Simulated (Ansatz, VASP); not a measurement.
# HfO2: VASP beside Ansatz

```xyz
3
Lattice="0.0000 2.5556 2.5221 2.5556 0.0000 2.5221 2.5556 2.5556 0.0000" Properties=species:S:1:pos:R:3 pbc="T T T"
Hf    0.0000    0.0000    0.0000
O     1.2778    1.2778    1.2610
O     3.8334    3.8334    3.7831
```

Change from the starting cell: normal strain along x +0.0133, normal strain along y +0.0133.

Alike in both runs: task single point; functional PBEsol; k mesh 8 × 8 × 8; occupations gaussian, width 0.05 eV; no spin polarisation.

```csv
,VASP,Ansatz
version,VASP 6.6.1,Ansatz 0.2.0
potentials or method,"VASP PAW PBE potentials, release 64 (Hf_pv, O)","scalar-relativistic, plane waves, PAW"
plane-wave cutoff (eV),520,520
valence electrons in the cell,22,38
```

Ansatz gave:

| Item | Value |
| --- | --- |
| gap on the k mesh at the Fermi level (eV) | 3.53 |
| least direct gap on the mesh (eV) | 3.53 |
| pressure (GPa) | -6.6 |
| largest component of the traceless stress (GPa) | 3.98 |

Task: Estimate VASP's values.

Result: gap on the k mesh at the Fermi level (eV): 3.54; least direct gap on the mesh (eV): 3.54; pressure (GPa): -10.1; largest component of the traceless stress (GPa): 4.05.

The functional is the same, so the differences come from potentials, cutoffs and numerics. The two sets of potentials don't hold the same shells in valence. Ansatz warned: «pseudo_functional_mismatch».

Caveats: the PAW data sets were made with another functional, which shifts forces and pressure a little (VASP); spin-orbit coupling is left out, which moves the levels of the heavy elements. A k mesh can miss the band edges.
